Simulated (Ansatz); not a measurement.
Crystal: W.

```
CELL_PARAMETERS angstrom
-1.58234 1.58234 1.58234
1.58234 -1.58234 1.58234
1.58234 1.58234 -1.58234
ATOMIC_POSITIONS crystal
W 0.00000 0.00000 0.00000
```

Base run:

| Property | Result |
| --- | --- |
| Program | Ansatz 0.2.0 |
| Functional | PBEsol |
| Potentials or basis | all-electron PAW datasets made for the crystal |
| Cutoff | 300 eV (chosen from the basis error) |
| k mesh | 12 × 12 × 12 |
| Occupations | fermi-dirac, width 0.05 eV |
| Spin | no spin polarisation |

Its results: pressure -2.9 GPa.

Problem. After a change of settings the same cell gave: pressure 14.4 GPa. Which change was it?
A. potentials or basis from all-electron PAW datasets made for the crystal to all-electron LAPW, non-relativistic; cutoff from 300 eV (chosen from the basis error) to 281 eV (chosen from the basis error)
B. potentials or basis from all-electron PAW datasets made for the crystal to all-electron LAPW, inner shells corrected to Dirac's equation; cutoff from 300 eV (chosen from the basis error) to 286 eV (chosen from the basis error)
C. potentials or basis from all-electron PAW datasets made for the crystal to all-electron LAPW, scalar-relativistic; cutoff from 300 eV (chosen from the basis error) to 286 eV (chosen from the basis error)

Solution. A.

Caveats: relativity is left out, which matters for the heavier elements (some runs).

The runs don't all hold the same shells in valence.
